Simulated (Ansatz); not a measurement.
## Formation energy of YN (rocksalt structure)

The computed numbers are results of PBE, scalar-relativistic (no spin polarisation) in the plane-wave PAW code Ansatz at 420 eV, 12×12×12 k-mesh, Gaussian smearing of 0.05 eV; PAW files: Ansatz's generated set soft_2.

The start was a prototype's sites filled with these elements; the Crystallography Open Database holds the compound in this structure.

The structure is cubic, space group Fm-3m (No. 225). The conventional cell has a = 4.907 Å, b = 4.907 Å, c = 4.907 Å, α = 90.00°, β = 90.00°, γ = 90.00°. Y (site symmetry m-3m) has 6 N at 2.45 Å as nearest neighbours. N (site symmetry m-3m) has 6 Y at 2.45 Å as nearest neighbours. (Neighbours are counted to 15 % beyond the shortest distance.)

The elements were computed in their standard states (gases as isolated molecules) with the same datasets, cutoff and functional. Total energies depend on the potentials used, so only differences within one code and one set of settings carry meaning.

Energy of the relaxed cell (2 atoms, smearing extrapolated to zero): -4236.081 eV. Elements, in eV/atom: Y -3848.670, N -384.013.

What is the formation energy?

[-4236.081 − (1 × -3848.670 + 1 × -384.013)] / 2 = -1.70 eV/atom, or -164 kJ per mole of atoms.

The value is for 0 K, without zero-point energy and without any correction for the binding of gas molecules. The functional's error in the binding of N₂ enters directly. A negative value shows stability against the elements alone, not against other compounds or structures.

Bader charges against formal ones: Y +1.89 (+3), N −1.89 (−3). The cations give up 63 % of the formal charge; Bader charges stay under formal ones because the anions' density reaches into the cations' basins, the more so the higher the formal charge and the softer the anion.

Formal charges Y³⁺, N³⁻ balance and leave closed shells on every ion, so a band insulator is expected, and the gap is 0.21 eV.
